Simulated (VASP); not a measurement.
Method: PBEsol GGA, VASP's PBE PAW potentials (set 64) (plane waves; VASP).

A VASP calculation is set up with these files.

### INCAR
```
! general
SYSTEM =ZrO2
PREC   =Accurate
ENCUT  =520
LREAL  =.FALSE.
LASPH  =.TRUE.

! electronic loop
EDIFF  =1E-6
NELM   =100
ALGO   =Normal
LMAXMIX=4

! smearing
ISMEAR =0
SIGMA  =0.05

! functional
GGA    =PS

! ions
IBRION =2
NSW    =60
ISIF   =3
EDIFFG =-0.02

! output
LWAVE  =.FALSE.
LCHARG =.FALSE.
```

### POSCAR
```
ZrO2
1
    0.0000000000     2.5336762499     2.5336762499
    2.5336762499    -0.0000000000     2.5336762499
    2.5336762499     2.5336762499     0.0000000000
Zr O
1 2
Direct
  0.0000000000   0.0000000000   0.0000000000
  0.2500000000   0.2500000000   0.2500000000
  0.7500000000   0.7500000000   0.7500000000
```

KPOINTS:
```
Automatic mesh
0
Gamma
7 7 7
0 0 0
```

POTCAR, in this order: Zr_sv O (PBE.64 set). Program: vasp_std.

What VASP printed:

**OSZICAR**
```
       N       E                     dE             d eps       ncg     rms          rms(c)
DAV:   1     0.181373143706E+03    0.18137E+03   -0.14598E+04   640   0.154E+03
DAV:   2    -0.287129699183E+02   -0.21009E+03   -0.20661E+03   848   0.385E+02
DAV:   3    -0.356296974828E+02   -0.69167E+01   -0.69123E+01   992   0.712E+01
DAV:   4    -0.357521218425E+02   -0.12242E+00   -0.12240E+00   856   0.733E+00
DAV:   5    -0.357542030067E+02   -0.20812E-02   -0.20812E-02   880   0.753E-01    0.259E+01
DAV:   6    -0.300484645967E+02    0.57057E+01   -0.32711E+01   696   0.447E+01    0.109E+01
DAV:   7    -0.299672582148E+02    0.81206E-01   -0.12937E+00   864   0.951E+00    0.662E+00
DAV:   8    -0.299242927277E+02    0.42965E-01   -0.16504E-01   864   0.423E+00    0.437E-01
DAV:   9    -0.299241714338E+02    0.12129E-03   -0.14868E-02   840   0.897E-01    0.316E-01
DAV:  10    -0.299246584696E+02   -0.48704E-03   -0.43410E-03   728   0.670E-01    0.131E-01
DAV:  11    -0.299246563404E+02    0.21292E-05   -0.12663E-03   776   0.306E-01    0.123E-01
DAV:  12    -0.299246100341E+02    0.46306E-04   -0.25453E-04   760   0.128E-01    0.445E-03
DAV:  13    -0.299246107885E+02   -0.75445E-06   -0.60661E-06   776   0.209E-02
   1 F= -.29924611E+02 E0= -.29924611E+02  d E =-.299246E+02
```

File OUTCAR:
```
------------------------ aborting loop because EDIFF is reached ----------------------------------------
  FORCE on cell =-STRESS in cart. coord.  units (eV):
  Direction    XX          YY          ZZ          XY          YZ          ZX
  --------------------------------------------------------------------------------------
  Total       -0.0033592     -0.0033592     -0.0033592     -0.0000000     -0.0000000      0.0000000
  in kB       -0.1654509     -0.1654509     -0.1654509     -0.0000000     -0.0000000      0.0000000
  external PRESSURE =      -0.1654509 kB  Pullay stress =       0.0000000 kB
  volume of cell :       32.53
      direct lattice vectors                 reciprocal lattice vectors
     0.000000000  2.533676250  2.533676250    -0.197341709  0.197341709  0.197341709
     2.533676250  0.000000000  2.533676250     0.197341709 -0.197341709  0.197341709
     2.533676250  2.533676250  0.000000000     0.197341709  0.197341709 -0.197341709
 POSITION                                       TOTAL-FORCE (eV/Angst)
 -----------------------------------------------------------------------------------
      0.00000      0.00000      0.00000        -0.000000      0.000000     -0.000000
      1.26684      1.26684      1.26684        -0.000000     -0.000000     -0.000000
      3.80051      3.80051      3.80051         0.000000      0.000000      0.000000
 -----------------------------------------------------------------------------------
    total drift:                                0.000000      0.000000      0.000000
  FREE ENERGIE OF THE ION-ELECTRON SYSTEM (eV)
  ---------------------------------------------------
  free  energy   TOTEN  =       -29.9246107885 eV

  energy  without entropy=      -29.9246107885  energy(sigma->0) =      -29.92461079

 reached required accuracy - stopping structural energy minimisation
```
(Selected blocks of OUTCAR.)

The compound is ZrO2 in the fluorite structure, the high-temperature cubic form, which is unstable at 0 K; the monoclinic form is the stable one. It was relaxed first. The start is the result of an earlier pass.
